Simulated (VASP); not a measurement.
Here is a VASP 6.6.1 calculation.

INCAR

```
SYSTEM = Te2Mo
PREC     = Accurate       ! precision mode
ENCUT    = 520            ! plane-wave cutoff, eV
EDIFF    = 1E-6           ! SCF threshold, eV
ISMEAR   = 0              ! smearing method
SIGMA    = 0.013000000000000001 ! smearing width, eV
LREAL    = .FALSE.        ! projectors in reciprocal space
LASPH    = .TRUE.         ! aspherical terms in the spheres
NELM     = 100            ! most SCF steps
ALGO     = Normal         ! electronic algorithm
ISIF     = 2              ! what is computed and relaxed
LWAVE    = .FALSE.        ! write WAVECAR
LCHARG   = .FALSE.        ! write CHGCAR
GGA      = PE             ! functional
NBANDS   = 64             ! bands
```

File KPOINTS:

```
regular mesh
0
G
  4 8 2
  0 0 0
```

File POSCAR:

```
Te2Mo
1.0
    6.3300000000      0.0000000000      0.0000000000
    0.0000000000      3.4690000000      0.0000000000
   -0.9467947088      0.0000000000     13.8276237937
Te Mo
8 4
Direct
    0.9437000000      0.7500000000      0.6045000000
    0.0563000000      0.2500000000      0.3955000000
    0.9030000000      0.2500000000      0.8514000000
    0.0970000000      0.7500000000      0.1486000000
    0.4112000000      0.7500000000      0.8955000000
    0.5888000000      0.2500000000      0.1045000000
    0.4432000000      0.2500000000      0.6484000000
    0.5568000000      0.7500000000      0.3516000000
    0.8167000000      0.7500000000      0.9926000000
    0.1833000000      0.2500000000      0.0074000000
    0.6819000000      0.2500000000      0.4934000000
    0.3181000000      0.7500000000      0.5066000000
```

Potentials or basis: VASP PAW PBE potentials, release 64 (Te, Mo_sv).

The run is started by

```console
$ cat potpaw_PBE.64/Te/POTCAR potpaw_PBE.64/Mo_sv/POTCAR > POTCAR
$ mpirun -np 1 vasp_std > vasp.out
```

Q: What does it give for the largest force?

A: 0.160 eV/Å.

Q: What does it give for the band gap on the k mesh?

A: None (metal or under the smearing width).

Q: Estimate the pressure.

A: 2.5 GPa.

Forces in eV/Å, atoms in the order of the input:
```
Te   0.074  0.000  0.060
Te  -0.074  0.000 -0.060
Te   0.006  0.000 -0.160
Te  -0.006  0.000  0.160
Te   0.041  0.000 -0.018
Te  -0.041  0.000  0.018
Te  -0.014  0.000  0.119
Te   0.014  0.000 -0.119
Mo   0.075  0.000  0.033
Mo  -0.075  0.000 -0.033
Mo  -0.138  0.000  0.031
Mo   0.138  0.000 -0.031
```

Spin-orbit coupling is left out, which matters for the levels of Te.
